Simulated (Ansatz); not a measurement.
The system is BaTiO3.

```
Ba Ti O
1.0
     3.99980    0.00000    0.00000
     0.00000    3.99980    0.00000
     0.00000    0.00000    4.01800
Ba Ti O
1 1 3
Direct
  0.00000 0.00000 0.00000
  0.50000 0.50000 0.49000
  0.00000 0.50000 0.51700
  0.50000 0.00000 0.51700
  0.50000 0.50000 0.01900
```

```yaml
Program: Ansatz 0.2.0
Task: relaxation of cell and atoms
Functional: PBE
Potentials_or_basis: Ansatz PAW
Cutoff: "420 eV (not typed: the program's choice for these potentials)"
k_mesh: 7 × 7 × 7
Occupations: fermi-dirac, width 0.05 eV
Spin: no spin polarisation
```

At the start: volume 12.86 Å³/atom.

Problem. Where does the relaxation end?

Solution. It ends after 12 steps and the volume is 13.34 Å³/atom (+3.8 %); space group P4mm (No. 99, to 0.05 Å).

Step by step:
| step | energy change (eV) | largest force (eV/Å) | volume (Å³) |
| --- | --- | --- | --- |
| 1 | 0.0000 | 0.3106 | 64.28 |
| 2 | -0.0081 | 0.3192 | 65.43 |
| 3 | -0.0101 | 0.2742 | 65.39 |
| 4 | -0.0176 | 0.2862 | 65.33 |
| 5 | -0.0244 | 0.2459 | 66.57 |
| 6 | -0.0300 | 0.0201 | 66.11 |
| 7 | -0.0301 | 0.0261 | 66.24 |
| 8 | -0.0298 | 0.0039 | 66.37 |
| 9 | -0.0403 | 0.0039 | 66.37 |
| 10 | -0.0402 | 0.0017 | 66.64 |
| 11 | -0.0400 | 0.0009 | 66.71 |
| 12 | -0.0413 | 0.0007 | 66.71 |

Final structure:
```yaml
crystal:
  lattice:
    - [3.98622, 0.00000, 0.00000]
    - [0.00000, 3.98622, 0.00000]
    - [0.00000, 0.00000, 4.19805]
  atoms:
    - { symbol: Ba, position: [0.00000, 0.00000, 0.98957] }
    - { symbol: Ti, position: [0.50000, 0.50000, 0.47229] }
    - { symbol: O, position: [0.00000, 0.50000, 0.52028] }
    - { symbol: O, position: [0.50000, 0.00000, 0.52028] }
    - { symbol: O, position: [0.50000, 0.50000, 0.04057] }
```

Caveat: the plane-wave basis is chosen anew once the cell has moved, so the energies of steps on either side of that aren't comparable; the pressure holds a Pulay correction of +0.5 GPa for the finite cutoff.
